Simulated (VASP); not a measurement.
# PbSe (Clausthalite): band structure with PBE

**Experimental background.**

From a printed reference work, monograph, for a bulk crystal of PbSe at 300 K: band gap 0.28 eV (direct).

PbSe (Clausthalite):

```xyz
2
Lattice="0.0000 3.0520 3.0520 3.0520 0.0000 3.0520 3.0520 3.0520 0.0000" Properties=species:S:1:pos:R:3 pbc="T T T"
Pb    0.0000    0.0000    0.0000
Se    3.0520    3.0520    3.0520
```

- Program: VASP 6.6.1
- Task: band structure
- Functional: PBE
- Potentials or basis: VASP PAW PBE potentials, release 64 (Pb_d, Se)
- Cutoff: 520 eV
- k mesh: 6 × 6 × 6
- Occupations: gaussian, width 0.03 eV
- Spin: no spin polarisation
- Grid for exact exchange (PRECFOCK): Fast
- Further INCAR settings: ALGO = Normal; EDIFF = 1e-06

The pressure is 2.9 GPa and the band gap on the k mesh is 0.26 eV, direct. The band gap along the path is 0.26 eV, direct.

Levels at points of the mesh, in eV from the valence-band top:
| k point | band 8 | band 9 | band 10 | band 11 | band 12 | band 13 |
| --- | --- | --- | --- | --- | --- | --- |
| (0.00, 0.00, 0.00) | -1.93 | -1.93 | -1.93 | 4.72 | 4.72 | 4.72 |
| (0.50, 0.00, 0.00) | -1.51 | -1.51 | 0.00 | 0.26 | 1.67 | 1.67 |
| (0.50, 0.50, 0.00) | -5.06 | -3.30 | -3.30 | 3.65 | 5.64 | 5.64 |

Wall time 3.5 s on 4 MPI ranks on AMD EPYC 9R45 96-Core Processor (Zen 5), with other jobs on the host, peak memory 0.16 GiB a rank.

Against the measured gap of PbSe, 0.28 eV (direct; 300 K; a printed reference work, monograph), the calculated 0.26 eV is off by -0.02 eV. 2 values of this kind are on record (0.15 to 0.28 eV); this one was drawn at random. Spin-orbit coupling on Pb, Se is left out. The value is that of PBE, without temperature or zero-point motion. Semilocal functionals fall short of measured gaps as a rule.

Caveat: spin-orbit coupling is left out, which as a rule narrows the gap of such compounds by several tenths of an eV.
